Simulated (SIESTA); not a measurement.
Ti2O in SIESTA: convergence with basis size

Input of the first run (basis size SZ); the others differ in this setting and in those tied to it:

File Ti2O.fdf:

```
SystemName                      Ti2O
SystemLabel                     Ti2O
NumberOfSpecies                 2
NumberOfAtoms                   3
%block ChemicalSpeciesLabel
  1  22 Ti
  2   8 O
%endblock ChemicalSpeciesLabel

LatticeConstant                 1.0 Ang
%block LatticeVectors
     2.9194000000     0.0000000000     0.0000000000
    -1.4597000000     2.5282745638     0.0000000000
     0.0000000000     0.0000000000     4.7130000000
%endblock LatticeVectors
AtomicCoordinatesFormat         Fractional
%block AtomicCoordinatesAndAtomicSpecies
     0.3420910000     0.6617090000     0.7291450000  1  Ti
     0.6720700000     0.3432450000     0.2837040000  1  Ti
     0.0126580000     0.0112720000     0.0012250000  2  O
%endblock AtomicCoordinatesAndAtomicSpecies

%block kgrid.MonkhorstPack
    8   0   0  0.0
    0   8   0  0.0
    0   0   4  0.0
%endblock kgrid.MonkhorstPack
XC.Functional                   GGA
XC.Authors                      PBEsol
PAO.BasisSize                   SZ
PAO.EnergyShift                 0.002 Ry
Mesh.Cutoff                     800 Ry
OccupationFunction              FD
ElectronicTemperature           0.05 eV
MaxSCFIterations                120
SCF.MustConverge                false
SCF.Mixer.Method                Pulay
SCF.Mixer.Weight                0.25
SCF.Mixer.History               8
SCF.DM.Tolerance                5.0e-05
SCF.H.Tolerance                 1.0e-03 eV
WriteForces                     true
Charge.Mulliken                 end
```

Potentials or basis: PseudoDojo 0.4 standard (PBEsol files), SZ (energy shift 0.002 Ry).

Command:

```console
$ siesta Ti2O.fdf > Ti2O.out 2>&1
```

The cell isn't the ideal one: atoms moved at random, drawn with an rms of 0.05 Å.

Hardware: 1 thread of Arm Neoverse V2 (shared host).

Task: The values tried are SZ, SZP, DZ, DZP, DZDP, TZP, TZDP, TZTP, loosest first. From which on does the largest force stay within 0.005 eV/Å of the tightest run that finished?

Result: From TZDP on.

| basis size | energy less the tightest run, at zero smearing (meV/atom) | pressure (GPa) | largest force (eV/Å) | SCF cycles | CPU time (s) | peak memory (GiB) |
| --- | --- | --- | --- | --- | --- | --- |
| SZ | 1509.05 | 1.63 | 0.766 | 11 | 28 | 0.28 |
| SZP | 240.29 | 9.41 | 1.341 | 11 | 80 | 0.39 |
| DZ | 138.29 | 5.30 | 1.056 | 11 | 41 | 0.31 |
| DZP | 43.86 | 6.20 | 1.219 | 11 | 100 | 0.42 |
| DZDP | 27.26 | 5.93 | 1.291 | 11 | 150 | 0.48 |
| TZP | 15.40 | 5.22 | 1.309 | 11 | 150 | 0.47 |
| TZDP | 4.95 | 5.32 | 1.325 | 11 | 210 | 0.54 |
| TZTP | 0.00 | 5.32 | 1.326 | 11 | 300 | 0.62 |

Against the tightest run, the pressure stays within 0.1 GPa from TZP on. Not settled before the last step: the energy (to 1 meV/atom). The tightest run that finished is the yardstick and may itself not be fully converged.

Caveat, for the tightest run too: semicore shells carry a single zeta, which can move pressures by several GPa and volumes by a few percent; the basis of atomic orbitals isn't converged, which shifts pressures, moduli and gaps.
